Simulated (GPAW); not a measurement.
Runs of GPAW 26.7.0 on ZrC. Symmetry: Fm-3m, No. 225, cubic system. The conventional cell has a = 4.730 Å, b = 4.730 Å, c = 4.730 Å, α = 90.00°, β = 90.00°, γ = 90.00°. Zr (site symmetry m-3m) has 6 C at 2.37 Å as nearest neighbours. Around C (site symmetry m-3m) lie 6 Zr at 2.37 Å. 

```csv
task,level,potentials or basis,spin,cell,k mesh,smearing,band path,band points,optimizer,fmax,max steps,gap on the mesh (eV),pressure (GPa)
band structure,revPBE,"the program's PAW data sets (release 1.2.1) made for this functional, pw",off,as given,10 × 10 × 10,fermi-dirac 0.05 eV,"GXWKGLUWLK,UX",100,-,-,-,-,(a)
relaxation of cell and atoms,RPBE,"the program's PAW data sets (release 1.2.1) made for this functional, pw",off,relaxed,10 × 10 × 10,fermi-dirac 0.05 eV,-,-,FIRE,0.02 eV/Å,100,none,-0.2
band structure,PBEsol,"PAW data sets generated in the run's folder for this functional, pw","SOC, no magnetisation",as given,7 × 7 × 7,fermi-dirac 0.05 eV,"GXWKGLUWLK,UX",60,-,-,-,-,-9.3
single point,RPBE,"the program's PAW data sets (release 1.2.1) made for this functional, pw",off,as given,10 × 10 × 10,gaussian 0.05 eV,-,-,-,-,-,none,-0.3
```

Alike in all rows: cutoff (eV) 800.

Task: Fill in the values left out.

Result: (a) -1.3.

Caveats: later steps reuse the first step's grids (some runs); spin-orbit coupling was added after a scalar SCF, so levels and gaps hold it while energy, forces, pressure and moments don't (some runs); this program's spin-orbit splittings come out too wide for heavy elements (some runs).

A k mesh can miss the band edges, and rows without SOC leave out spin-orbit coupling on Zr.

A gap of «none» marks a metal or a gap under the smearing width.

Runs at the PBE level aren't shown here.
